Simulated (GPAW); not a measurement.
Ba:

```
CELL_PARAMETERS angstrom
-2.50650 2.50650 2.50650
2.50650 -2.50650 2.50650
2.50650 2.50650 -2.50650
ATOMIC_POSITIONS crystal
Ba 0.00000 0.00000 0.00000
```

| Quantity | Value |
| --- | --- |
| Program | GPAW 26.7.0 |
| Task | relaxation of cell and atoms |
| Functional | PBEsol |
| Potentials or basis | PAW data sets generated in the run's folder for this functional |
| Cutoff | 600 eV |
| Basis | pw |
| k mesh | 7 × 7 × 7 |
| Occupations | fermi-dirac, width 0.05 eV |
| Spin | no spin polarisation |

At the start: pressure -0.6 GPa; volume 62.99 Å³/atom.

Question: How do energy, volume and symmetry change on relaxing?

Answer: Over 3 steps the energy falls by 6.4 meV/atom and the volume is 58.87 Å³/atom (-6.5 %); space group Im-3m (No. 229, to 0.05 Å).

The path:
```
step  energy change (eV)  largest force (eV/Å)  pressure (GPa)  volume (Å³)
   1              0.0000                0.0000           -0.55        62.99
   2             -0.0017                0.0000           -0.48        62.41
   3             -0.0064                0.0000            0.02        58.87
```

Final structure:
```
Ba
1.0
    -2.45057    2.45057    2.45057
     2.45057   -2.45057    2.45057
     2.45057    2.45057   -2.45057
Ba
1
Direct
  0.00000 0.00000 0.00000
```

Caveat: later steps reuse the first step's grids.
